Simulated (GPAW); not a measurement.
MnO:

```
Mn O
1.0
     0.00000    2.22391    2.22391
     2.22391    0.00000    2.22391
     2.22391    2.22391    0.00000
Mn O
1 1
Direct
  0.00000 0.00000 0.00000
  0.50000 0.50000 0.50000
```

The cell is a database's computed one.

Base run:

* Program: GPAW 26.7.0
* Functional: PBEsol
* Potentials or basis: PAW data sets generated in the run's folder for this functional
* Cutoff: 800 eV
* Basis: pw
* k mesh: 10 × 10 × 10
* Occupations: fermi-dirac, width 0.05 eV
* Spin: collinear spin, ferromagnetic start
* Starting moments: [4.0, 0.0] μB
* Hubbard terms: Mn d U = 6 eV

Its results: band gap on the k mesh 0.57 eV, indirect (least direct gap 2.63 eV); pressure 4.9 GPa; net moment 5.00 μB per cell; site moments Mn +4.57; O +0.10 μB.

Question: The run is repeated on the same cell with these changes: hubbard terms from Mn d U = 6 eV to Mn d U = 8 eV. What comes out?

Answer: Band gap on the k mesh 0.94 eV, indirect (least direct gap 2.66 eV); pressure 6.1 GPa; net moment 5.00 μB per cell; site moments Mn +4.62; O +0.08 μB.

Caveats: a cell with one magnetic atom can't hold antiferromagnetic order, which such compounds often take.

Not every run made on this cell is shown here.
